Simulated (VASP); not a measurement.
**BeS in VASP 6.6.1, single-point calculation**

INCAR

```
PREC = Accurate
METAGGA = R2SCAN
ENCUT = 520
LWAVE = .FALSE.
LREAL = .FALSE.
IBRION = -1
ISIF = 2
ISMEAR = -1
NBANDS = 11
ALGO = Normal
NSW = 0
LCHARG = .FALSE.
SIGMA = 0.2
NELM = 88
NELMIN = 4
NELECT = 7.5
EDIFF = 1E-7
LASPH = .TRUE.
```

KPOINTS

```
KPOINTS created by Atomic Simulation Environment
0
Gamma
10 10 10
0 0 0
```

POSCAR

```
Be S
 1.0000000000000000
     0.0000000000000000    2.3172971969456797    2.3172971969456797
     2.3172971969456797    0.0000000000000000    2.3172971969456797
     2.3172971969456797    2.3172971969456797    0.0000000000000000
 Be  S
   1   1
Cartesian
  0.0000000000000000  0.0000000000000000  0.0000000000000000
  2.3172971969456793  2.3172971969456793  2.3172971969456793
```

The recommended PBE PAW datasets give the neutral cell 8 valence electrons.

Command

```
mpirun -np 1 vasp_std
```

OSZICAR

```
N       E                     dE             d eps       ncg     rms          rms(c)
DAV:   1     0.817919765471E+01    0.81792E+01   -0.34407E+03  1034   0.540E+02
DAV:   2    -0.168310594948E+02   -0.25010E+02   -0.24097E+02  1336   0.110E+02
DAV:   3    -0.178309628528E+02   -0.99990E+00   -0.98789E+00  1334   0.215E+01
DAV:   4    -0.178363668720E+02   -0.54040E-02   -0.54027E-02  1321   0.182E+00
DAV:   5    -0.178363933049E+02   -0.26433E-04   -0.26432E-04  1328   0.115E-01    0.635E+00
DAV:   6    -0.165519905866E+02    0.12844E+01   -0.27750E-01  1181   0.352E+00    0.439E+00
DAV:   7    -0.165850273143E+02   -0.33037E-01   -0.91264E-02  1141   0.248E+00    0.107E+00
DAV:   8    -0.165832431492E+02    0.17842E-02   -0.48963E-03  1232   0.482E-01    0.284E-01
DAV:   9    -0.165831445566E+02    0.98593E-04   -0.15312E-03  1233   0.260E-01    0.891E-02
DAV:  10    -0.165831810425E+02   -0.36486E-04   -0.15730E-04  1172   0.883E-02    0.216E-02
DAV:  11    -0.165831942268E+02   -0.13184E-04   -0.33682E-05  1150   0.466E-02    0.139E-02
DAV:  12    -0.165831931990E+02    0.10278E-05   -0.26483E-07  1356   0.550E-03    0.244E-03
DAV:  13    -0.165831932899E+02   -0.90911E-07   -0.21460E-08   779   0.152E-03
   1 F= -.16583193E+02 E0= -.16528660E+02  d E =-.109067E+00
```

From OUTCAR

```
k-points           NKPTS =     47   k-points in BZ     NKDIM =     47   number of bands    NBANDS=     11

   NELECT =       7.5000    total number of electrons

   dimension x,y,z NGX =    24 NGY =   24 NGZ =   24
   dimension x,y,z NGXF=    48 NGYF=   48 NGZF=   48

  energy-cutoff  :      520.00
  volume of cell :       24.89
      direct lattice vectors                 reciprocal lattice vectors
     0.000000000  2.317297197  2.317297197    -0.215768612  0.215768612  0.215768612
     2.317297197  0.000000000  2.317297197     0.215768612 -0.215768612  0.215768612
     2.317297197  2.317297197  0.000000000     0.215768612  0.215768612 -0.215768612

 k-points in reciprocal lattice and weights: KPOINTS created by Atomic Simulation Env
   0.00000000  0.00000000  0.00000000       0.001
   0.10000000  0.00000000  0.00000000       0.008
   0.20000000  0.00000000  0.00000000       0.008
   0.30000000  0.00000000  0.00000000       0.008
   0.40000000  0.00000000  0.00000000       0.008
   0.50000000  0.00000000  0.00000000       0.004
   0.10000000  0.10000000  0.00000000       0.006
   0.20000000  0.10000000  0.00000000       0.024
   ...

 E-fermi :   5.6166

 k-point     1 :       0.0000    0.0000    0.0000
  band No.  band energies     occupation
      1      -9.3403      2.00000
      2       6.0739      0.18452
      3       6.0739      0.18452
      4       6.0739      0.18452
      5      12.7601      0.00000
      6      16.0204      0.00000
      7      16.0204      0.00000
      8      16.0204      0.00000
      9      17.4330      0.00000
     10      17.4330      0.00000
     11      17.4330      0.00000

 k-point     2 :       0.1000    0.0000    0.0000
  band No.  band energies     occupation
      1      -9.1890      2.00000
      2       5.1773      1.79987
      3       6.0272      0.22750
      4       6.0272      0.22750
      5      13.1552      0.00000
      6      15.6115      0.00000
      7      15.6115      0.00000
      8      15.6874      0.00000
      9      16.6713      0.00000
     10      16.6713      0.00000
     11      17.8306      0.00000

 k-point     3 :       0.2000    0.0000    0.0000
  band No.  band energies     occupation
      1      -8.7524      2.00000
      2       3.2961      1.99998
      3       5.9250      0.35250
      4       5.9250      0.35250
      5      12.9117      0.00000
      6      13.8690      0.00000
      7      13.8690      0.00000
      8      16.4779      0.00000
      9      17.7199      0.00000
     10      17.7199      0.00000
     11      18.3292      0.00000

 k-point     4 :       0.3000    0.0000    0.0000
  band No.  band energies     occupation
      1      -8.0974      2.00000
      2       1.3255      2.00000
      3       5.8360      0.50077
      4       5.8360      0.50077
      5      12.1846      0.00000
      6      12.4532      0.00000
      7      12.4532      0.00000
      8      17.5486      0.00000
      9      19.4553      0.00000
     10      19.4553      0.00000
     11      19.4611      0.00000

 k-point     5 :       0.4000    0.0000    0.0000
  band No.  band energies     occupation
      1      -7.4053      2.00000
      2      -0.2331      2.00000
      3       5.7935      0.58455
      4       5.7935      0.58454
      5      11.5463      0.00000
      6      11.5463      0.00000
      7      11.6654      0.00000
      8      17.8515      0.00000
      9      21.5306      0.00000
     10      21.5306      0.00000
     11      21.5946      0.00000

 ...

  Total       -5.8482155     -5.8482155     -5.8482155      0.0000000     -0.0000000      0.0000000
  in kB     -376.4945947   -376.4945947   -376.4945947      0.0000000     -0.0000000      0.0000000
  external PRESSURE =    -376.4945947 kB  Pullay stress =       0.0000000 kB

 POSITION                                       TOTAL-FORCE (eV/Angst)
 -----------------------------------------------------------------------------------
      0.00000      0.00000      0.00000         0.000000     -0.000000      0.000000
      2.31730      2.31730      2.31730        -0.000000      0.000000     -0.000000
 -----------------------------------------------------------------------------------
    total drift:                               -0.000000     -0.000000      0.000000

  FREE ENERGIE OF THE ION-ELECTRON SYSTEM (eV)
  ---------------------------------------------------
  free  energy   TOTEN  =       -16.5831932899 eV

  energy  without entropy=      -16.4741261726  energy(sigma->0) =      -16.52865973
```

It converged. Results: pressure -37.6 GPa.

The cell is charged and sits in a uniform background.

For comparison, a separate r²SCAN run of the intended cell, on usual settings and not on those above, gives a gap of 1.39 eV on its mesh and a pressure of -0.2 GPa.

The run above took about 22 s on one core of a shared host (Intel Xeon Platinum 8488C) and held 0.14 GiB at most.
